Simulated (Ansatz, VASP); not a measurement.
**Ru in VASP and in Ansatz**

INCAR

```
  ALGO = Normal
  EDIFF = 1E-7
  ENCUT = 520
  GGA = RE
  ISIF = 2
  ISMEAR = -1
  LASPH = T
  LCHARG = T
  LELF = T
  LREAL = F
  LVHAR = T
  LWAVE = F
  NBANDS = 21
  NELM = 80
  PREC = Accurate
  SIGMA = 0.1
```

File KPOINTS:

```
k-points
0
Gamma
  11 11 11
```

POSCAR

```
Ru
1.0
    0.0000000000      2.8446124233      2.8446124233
    2.8446124233      0.0000000000      2.8446124233
    2.8446124233      2.8446124233      0.0000000000
Ru
2
Direct
    0.1250000000      0.1250000000      0.1250000000
    0.8750000000      0.8750000000      0.8750000000
```

Input for Ansatz:

```yaml
crystal:
  lattice:
    - [0.0, 2.8446124233, 2.8446124233]
    - [2.8446124233, 0.0, 2.8446124233]
    - [2.8446124233, 2.8446124233, 0.0]
  atoms:
    - { symbol: Ru, position: [0.125, 0.125, 0.125] }
    - { symbol: Ru, position: [0.875, 0.875, 0.875] }
hamiltonian:
  xc: revpbe
  pseudopotentials:
    kind: paw
    azcp:
      Ru: "pseudopotentials/Ru.paw.azcp"
basis:
  ecutwfc: 420
  fft_grid_basis: typed
kpoints:
  mp_grid: { grid: [11, 11, 11], shift: [0, 0, 0] }
magnetization:
  spin_polarized: false
scf:
  occupations: { method: fermi_dirac, width: 0.1 }
  lower_state_search: "off"
output:
  stress: true
```

Alike in both runs: task single point; functional revPBE; k mesh 11 × 11 × 11; occupations fermi-dirac, width 0.1 eV; no spin polarisation.

```csv
,VASP,Ansatz
version,VASP 6.6.1,Ansatz 0.2.0
potentials or method,"VASP PAW PBE potentials, release 64 (Ru_pv)","plane waves (420 eV) with PAW, scalar-relativistic"
plane-wave cutoff (eV),520,420
valence electrons in the cell,28,32
```

Ansatz gave:

| Quantity | Value |
| --- | --- |
| pressure (GPa) | -13.4 |

Problem. Which values does VASP return?

Solution. Pressure (GPa): -13.3.

The functional is the same, so the differences come from potentials, cutoffs and numerics. The two sets of potentials don't hold the same shells in valence.

Caveats: the PAW data sets were made with another functional, which shifts forces and pressure a little (VASP).
